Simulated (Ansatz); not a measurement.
ZnO and its competing phases

The calculation used DFT PBE, scalar-relativistic, plane waves, PAW (Ansatz 0.2.0). All cells share a 420 eV cutoff and Γ-centred k meshes spaced at most about 0.3 Å⁻¹ (about 0.25 or finer for metals, 2π included). No spin polarisation.

Formation energies are uncorrected and refer to the elements' standard structures at the same level (O₂ as a molecule).

Temperature and zero-point effects are left out.

The competitors are the elements and 2 reference phases of this chemical system (from databases or known types: Zn5O12, ZnO), relaxed at the same level; other known phases may be missing.

The candidate was reached from: NbRu type (P4/mmm), changed on relaxing.

```xyz
2
Lattice="2.6882 0.0000 0.0000 0.0000 2.6882 0.0000 0.0000 0.0000 2.6882" Properties=species:S:1:pos:R:3 pbc="T T T"
Zn    0.0000    0.0000    0.0000
O     1.3441    1.3441    1.3441
```

**Question.** Is it stable, and against what?

**Answer.** Not the lowest form: another structure of the same formula lies lower. Its formation energy is -0.696 eV/atom. The lowest competing phase at this composition is this:

```tsv
phase	space group	source	share of atoms	ΔE_f (eV/atom)
ZnO	P6_3mc (No. 186)	COD	1.0000	-1.424
```

The candidate lies 0.73 eV/atom above this phase. The candidate matches no cell in the subsets of the Crystallography Open Database and the Materials Project at hand. The margin is far too high for a likely synthesis. It has the caesium chloride type.
